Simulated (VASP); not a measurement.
## H: single point with PBEsol

Crystal: H.

```
CELL_PARAMETERS angstrom
2.75562 0.00000 0.00000
0.00000 2.75562 0.00000
0.00000 0.00000 1.01971
ATOMIC_POSITIONS crystal
H 0.00000 0.00000 0.50000
```

The cell isn't the ideal one: strain +0.040 along x and y, +0.040 along z, atoms carried along.

```
Program             : VASP 6.6.1
Task                : single point
Functional          : PBEsol
Potentials or basis : VASP PAW PBE potentials, release 64 (H)
Cutoff              : 520 eV
k mesh              : 10 × 10 × 26
Occupations         : gaussian, width 0.05 eV
Spin                : no spin polarisation
```

```json
{"Pressure": "-2.3 GPa", "Band gap on the k mesh": "none (metal or under the smearing width)"}
```

Stress tensor (GPa, compression positive):
```
 0.84  0.00  0.00
 0.00  0.84  0.00
 0.00  0.00 -8.73
```

Levels at points of the mesh, in eV from the Fermi level:
| k point | band 1 | band 2 | band 3 |
| --- | --- | --- | --- |
| (0.00, 0.00, 0.00) | -10.08 | 9.35 | 14.84 |
| (0.50, 0.00, 0.00) | -8.80 | 2.90 | 15.53 |
| (0.50, 0.50, 0.00) | -7.77 | 6.39 | 6.39 |
| (0.00, 0.00, 0.50) | 22.14 | 29.37 | 43.60 |
| (0.50, 0.00, 0.50) | 22.89 | 31.46 | 38.91 |
| (0.50, 0.50, 0.50) | 23.50 | 33.20 | 42.32 |

Run time: 4.9 s on 1 thread of AMD EPYC 9R45 (Zen 5), with other jobs on the host, peak memory 0.08 GiB.

Caveat: the PAW data sets were made with another functional, which shifts forces and pressure a little.
